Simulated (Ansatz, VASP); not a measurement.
**One calculation of KI, two programs**

Contents of POSCAR:

```
KI
1.0
    4.3335739675      0.0000000000      0.0000000000
    0.0000000000      4.3335739675      0.0000000000
    0.0000000000      0.0000000000      4.3335739675
K I
1 1
Direct
    0.0000000000      0.0000000000      0.0000000000
    0.5000000000      0.5000000000      0.5000000000
```

Contents of INCAR.step1:

```
PREC = Accurate ; ENCUT = 520
ISMEAR = 0 ; SIGMA = 0.01
LREAL = False ; LASPH = True
NELM = 80 ; NBANDS = 15
GGA = PE ; ALGO = Normal
EDIFF = 1E-4 ; LWAVE = True
LCHARG = False
```

File INCAR.step2:

```
PREC = Accurate ; ENCUT = 520
EDIFF = 1E-6 ; ISMEAR = 0
SIGMA = 0.01 ; LREAL = False
LASPH = True ; NELM = 80
ALGO = Normal ; ISIF = 2
LWAVE = False ; LCHARG = False
METAGGA = R2SCAN ; LMIXTAU = True
NBANDS = 15 ; ISTART = 1
```

KPOINTS

```
regular mesh
0
Gamma
  6 6 6
```

Input for Ansatz:

```yaml
crystal:
  lattice:
    - [4.3335739675, 0.0, 0.0]
    - [0.0, 4.3335739675, 0.0]
    - [0.0, 0.0, 4.3335739675]
  atoms:
    - { symbol: K, position: [0.0, 0.0, 0.0] }
    - { symbol: I, position: [0.5, 0.5, 0.5] }
kpoints:
  mp_grid: { grid: [6, 6, 6] }
hamiltonian:
  xc: r2scan
scf:
  occupations: { method: fixed }
  n_extra_bands: 4
output:
  forces: true
  stress: true
  eigenvalues: true
```

Alike in both runs: task single point; functional r2SCAN; k mesh 6 × 6 × 6; no spin polarisation.

|  | VASP | Ansatz |
| --- | --- | --- |
| version | VASP 6.6.1 | Ansatz 0.2.0 |
| potentials or method | VASP PAW PBE potentials, release 64 (K_sv, I) | plane waves, PAW |
| plane-wave cutoff (eV) | 520 | 500 |
| occupations | gaussian, width 0.01 eV | fixed |
| valence electrons in the cell | 16 | 26 |

|  | VASP | Ansatz | Ansatz less VASP |
| --- | --- | --- | --- |
| gap on the k mesh at the Fermi level (eV) | 3.96 | 3.96 | +0.001 |
| pressure (GPa) | -0.4 | -0.4 | +0.01 |

The two sets of potentials don't hold the same shells in valence.

Caveats: the PAW data sets were made with another functional, which shifts forces and pressure a little (VASP); spin-orbit coupling is left out, which moves the levels of the heavy elements. A k mesh can miss the band edges. r2SCAN opens gaps a little over a GGA but as a rule still falls short of measured ones.
